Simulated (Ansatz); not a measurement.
Al2Au:

```
CELL_PARAMETERS angstrom
0.00000 3.00000 3.00000
3.00000 0.00000 3.00000
3.00000 3.00000 0.00000
ATOMIC_POSITIONS crystal
Au 0.00000 0.00000 0.00000
Al 0.75000 0.75000 0.75000
Al 0.25000 0.25000 0.25000
```

| Quantity | Value |
| --- | --- |
| Program | Ansatz 0.2.0 |
| Task | relaxation of cell and atoms |
| Functional | revPBE |
| Potentials or basis | Ansatz PAW |
| Cutoff | 420 eV (not typed: the program's choice for these potentials) |
| k mesh | 8 × 8 × 8 |
| Occupations | fermi-dirac, width 0.05 eV |
| Spin | no spin polarisation |

At the start: volume 18.00 Å³/atom.

Q: How do energy, volume and symmetry change on relaxing?

A: It ends after 5 steps and the volume is 18.81 Å³/atom (+4.5 %); space group Fm-3m (No. 225, to 0.05 Å).

The path:
```tsv
step	energy change (eV)	largest force (eV/Å)	volume (Å³)
1	0.0000	0.0000	54.00
2	-0.0318	0.0000	57.09
3	-0.0344	0.0000	56.48
4	-0.0345	0.0000	56.42
5	-0.0354	0.0000	56.42
```

Final structure:
```
CELL_PARAMETERS angstrom
0.00000 3.04420 3.04420
3.04420 0.00000 3.04420
3.04420 3.04420 0.00000
ATOMIC_POSITIONS crystal
Au 0.00000 0.00000 0.00000
Al 0.75000 0.75000 0.75000
Al 0.25000 0.25000 0.25000
```

Caveat: the plane-wave basis is chosen anew once the cell has moved, so the energies of steps on either side of that aren't comparable; the PAW data sets come from PBE, with cores solved anew for the run's functional, which leaves a small shift of forces and pressure.
